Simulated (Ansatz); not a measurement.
Method: DFT PBE, scalar-relativistic, plane waves, PAW in Ansatz 0.2.0. All cells share a 420 eV cutoff and Γ-centred k meshes spaced at most about 0.3 Å⁻¹ (2π included). No spin polarisation.

Each guess is relaxed in cell and atoms at zero pressure, on a coarse mesh first where it starts far from rest and then on a converged one. The steps can't lower the symmetry of the start, but it can rise. Energies are static (0 K, no zero-point motion).

Two unrelaxed guesses for BeH8:

Guess 1.

```yaml
crystal:
  lattice:
    - [2.28872, 1.32139, 3.78676]
    - [-2.28872, 1.32139, 3.78676]
    - [0.00000, -2.64279, 3.78676]
  atoms:
    - { symbol: Be, position: [0.95708, 0.95708, 0.95708] }
    - { symbol: H, position: [0.04885, 0.31118, 0.69535] }
    - { symbol: H, position: [0.69535, 0.04885, 0.31118] }
    - { symbol: H, position: [0.31118, 0.69535, 0.04885] }
    - { symbol: H, position: [0.69535, 0.31118, 0.04885] }
    - { symbol: H, position: [0.31118, 0.04885, 0.69535] }
    - { symbol: H, position: [0.04885, 0.69535, 0.31118] }
    - { symbol: H, position: [0.25637, 0.25637, 0.25637] }
    - { symbol: H, position: [0.83133, 0.83133, 0.83133] }
```

Guess 2.

```yaml
crystal:
  lattice:
    - [0.00000, 3.19794, 3.19794]
    - [3.19794, 0.00000, 3.19794]
    - [3.19794, 3.19794, 0.00000]
  atoms:
    - { symbol: Be, position: [0.00000, 0.00000, 0.00000] }
    - { symbol: H, position: [0.79690, 0.20310, 0.20310] }
    - { symbol: H, position: [0.20310, 0.79690, 0.79690] }
    - { symbol: H, position: [0.20310, 0.79690, 0.20310] }
    - { symbol: H, position: [0.79690, 0.20310, 0.79690] }
    - { symbol: H, position: [0.20310, 0.20310, 0.79690] }
    - { symbol: H, position: [0.79690, 0.79690, 0.20310] }
    - { symbol: H, position: [0.25000, 0.25000, 0.25000] }
    - { symbol: H, position: [0.50000, 0.50000, 0.50000] }
```

Task: Do they relax into the same structure? If not, which is lower?

Result: No. Guess 1 ends lower, by 0.74 eV/atom. Guess 1: R3m at 7.6 Å³/atom → R3m at 24.3 Å³/atom; Guess 2: F-43m at 7.3 Å³/atom → F-43m at 4.9 Å³/atom. Counting H atoms around Be (those within 1.25 times the shortest such distance or 1.15 times the sum of covalent radii, 1.27 where that leaves under three), the end of guess 1 has Be 2 and the end of guess 2 has Be 6. The end of guess 1 holds H–H pairs as short as in free H₂ molecules (shortest 0.75 Å); in the end of guess 2 the shortest H–H distance is 1.36 Å. End of guess 1. Conventional cell: a = 8.373 Å, c = 10.813 Å. Be has 2 H at 1.34 Å; H on a site of symmetry 1 is surrounded by 1 H at 0.75 Å; H on a site of symmetry 3m is surrounded by 1 Be at 1.34 Å; 1 more site not described. End of guess 2. Conventional cell: a = 5.602 Å. Around Be lie 6 H at 1.45 Å; H on a site of symmetry 2mm has 1 H at 1.36 Å, 1 Be at 1.45 Å and 10 H at 1.92–2.04 Å; around H on a site of symmetry -43m lie 12 H at 1.98 Å (long against the sum of covalent radii); 1 more site not described.

Ends held by symmetry can be saddle points. Even the lowest of the cells shown lies +0.20 eV/atom against the elements. Weakly bound directions are ill-defined at this level, which has no dispersion term (R3m), and this can change margins and order among such cells. With hydrogen, zero-point motion can shift such differences by 10 meV/atom or more. Some structure types and database cells were kept out of the candidates from the start, so a known form may be missing.
